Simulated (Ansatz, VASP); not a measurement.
One calculation of Sb, two programs

```xyz
3
Lattice="4.3615 0.0000 0.0000 -2.1808 3.7772 0.0000 0.0000 0.0000 5.4891" Properties=species:S:1:pos:R:3 pbc="T T T"
Sb    1.4596    0.0000    0.9149
Sb   -0.7298    1.2641    4.5743
Sb    1.4510    2.5131    2.7446
```

Alike in both runs: functional PBE; k mesh 6 × 6 × 4; occupations gaussian, width 0.1 eV; no spin polarisation.

Ansatz relaxed the structure, and its values are those at the end. VASP's run is a single point on that final structure, the one shown.

|  | VASP | Ansatz |
| --- | --- | --- |
| version | VASP 6.6.1 | Ansatz 0.2.0 |
| potentials or method | VASP PAW PBE potentials, release 64 (Sb) | scalar-relativistic, plane waves, PAW |
| plane-wave cutoff (eV) | 520 | 420 |
| valence electrons in the cell | 15 | 45 |

Ansatz gave:

- gap on the k mesh at the Fermi level (eV): none
- pressure (GPa): -0.1
- rms of the force components (eV/Å): 0.016

Q: What did VASP give for the same quantities?

A: gap on the k mesh at the Fermi level (eV): none; pressure (GPa): -0.2; rms of the force components (eV/Å): 0.016.

A gap of «none» marks a metal or a gap that the smearing closes. The two sets of potentials don't hold the same shells in valence.

The runs have no spin-orbit coupling, so splittings on Sb are missing.
